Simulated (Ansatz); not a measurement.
**NaI in Ansatz: the effect of functional**

NaI:

```
CELL_PARAMETERS angstrom
0.00000 3.25783 3.25783
3.25783 0.00000 3.25783
3.25783 3.25783 0.00000
ATOMIC_POSITIONS crystal
I 0.50000 0.50000 0.50000
Na 0.00000 0.00000 0.00000
```

The cell isn't the ideal one: volume scaled by 1.02.

Alike in all runs:

```yaml
Program: Ansatz 0.2.0
Task: single point
Potentials_or_basis: Ansatz PAW
k_mesh: 7 × 7 × 7
Occupations: fermi-dirac, width 0.05 eV
Spin: no spin polarisation
```

```csv
functional,cutoff,gap on the mesh (eV),pressure (GPa)
LDA,420 eV (not typed: the program's choice for these potentials),3.28,-1.9
PBEsol,420 eV (not typed: the program's choice for these potentials),?,?
r2SCAN,500 eV (not typed: the program's choice for these potentials),4.37,-0.4
```

Question: What does the run with functional PBEsol give?

Answer: gap on the mesh 3.46 eV; pressure -0.8 GPa.

Caveats: odd divisions of the mesh miss points on the zone boundary, where band edges often lie, so the gap on the mesh can be too wide; spin-orbit coupling is left out, which moves the levels of the heavy elements; the PAW data sets come from PBE, with cores solved anew for the run's functional, which leaves a small shift of forces and pressure.

Runs at the PBE level aren't shown here.
